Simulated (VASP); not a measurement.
# Se: band structure with PBE

Se:

```
Se
1.0
     2.81056    0.00000    0.00000
     0.00000    2.81056    0.00000
     0.00000    0.00000    2.81056
Se
1
Direct
  0.00000 0.00000 0.00000
```

This isn't the form of Se at room conditions, which is trigonal, of chains.

- Program: VASP 6.6.1
- Task: band structure
- Functional: PBE
- Potentials or basis: VASP PAW PBE potentials, release 54 (Se)
- Cutoff: 600 eV
- k mesh: 9 × 9 × 9
- Occupations: fermi-dirac, width 0.05 eV
- Spin: no spin polarisation
- Further INCAR settings: ALGO = Normal; EDIFF = 1e-06

```yaml
Band_gap_along_the_path: none (metal or under the smearing width)
```

Levels at the corners of the path, in eV from the Fermi level:
| point | band 1 | band 2 | band 3 | band 4 | band 5 | band 6 |
| --- | --- | --- | --- | --- | --- | --- |
| Γ | -16.19 | 1.42 | 1.42 | 1.42 | 7.74 | 7.74 |
| X | -14.07 | -7.10 | 2.88 | 2.88 | 9.93 | 11.68 |
| X | -14.07 | -7.10 | 2.88 | 2.88 | 9.93 | 11.68 |
| M | -11.95 | -5.13 | -5.13 | 2.85 | 4.21 | 13.50 |
| M | -11.95 | -5.13 | -5.13 | 2.85 | 4.21 | 13.50 |
| Γ | -16.19 | 1.42 | 1.42 | 1.42 | 7.74 | 7.74 |
| Γ | -16.19 | 1.42 | 1.42 | 1.42 | 7.74 | 7.74 |
| R | -9.77 | -3.39 | -3.39 | -3.39 | 5.79 | 5.79 |
| R | -9.77 | -3.39 | -3.39 | -3.39 | 5.79 | 5.79 |
| X | -14.07 | -7.10 | 2.88 | 2.88 | 9.93 | 11.68 |
| M | -11.95 | -5.13 | -5.13 | 2.85 | 4.21 | 13.50 |
| R | -9.77 | -3.39 | -3.39 | -3.39 | 5.79 | 5.79 |

Run time: 4.7 s on 1 thread of Intel(R) Xeon(R) 6975P-C (Granite Rapids), with other jobs on the host, peak memory 0.14 GiB.

Caveat: the log is that of the step along the path at fixed density, whose energy, stress, charges and moments have no meaning.
